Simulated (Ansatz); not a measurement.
The system is Al2O3.

```xyz
5
Lattice="2.8843 0.0000 0.0000 -1.4422 2.4979 0.0000 0.0000 0.0000 9.3368" Properties=species:S:1:pos:R:3 pbc="T T T"
Al    0.0000    0.0000    7.9363
Al    0.0000    0.0000    1.4004
O     0.0000    1.6653    7.2610
O     1.4422    0.8326    0.0000
O     0.0000    1.6653    2.0757
```

Measurements of this composition are mostly on another form, of space group No. 167.

Base run:

* Program: Ansatz 0.2.0
* Functional: r2SCAN
* Potentials or basis: Ansatz PAW
* Cutoff: 500 eV (not typed: the program's choice for these potentials)
* k mesh: 11 × 11 × 3
* Occupations: fermi-dirac, width 0.05 eV
* Spin: no spin polarisation

Its results: band gap on the k mesh 5.63 eV, indirect (least direct gap 5.85 eV); pressure -4.5 GPa; largest force 0.394 eV/Å.

Problem. The run is repeated on the same cell with these changes: functional from r2SCAN to LDA; cutoff from 500 eV (not typed: the program's choice for these potentials) to 420 eV (not typed: the program's choice for these potentials). What comes out?

Solution. Band gap on the k mesh 4.76 eV, indirect (least direct gap 5.01 eV); pressure -7.0 GPa; largest force 0.525 eV/Å.

r2SCAN gives the wider gap, since meta-GGAs in the generalised Kohn-Sham scheme recover part of the derivative discontinuity.

Caveats: odd divisions of the mesh miss points on the zone boundary, where band edges often lie, so the gap on the mesh can be too wide; the PAW data sets come from PBE, with cores solved anew for the run's functional, which leaves a small shift of forces and pressure; the density of states is complete only up to the lowest level of the last band computed.

A k mesh can miss the band edges.
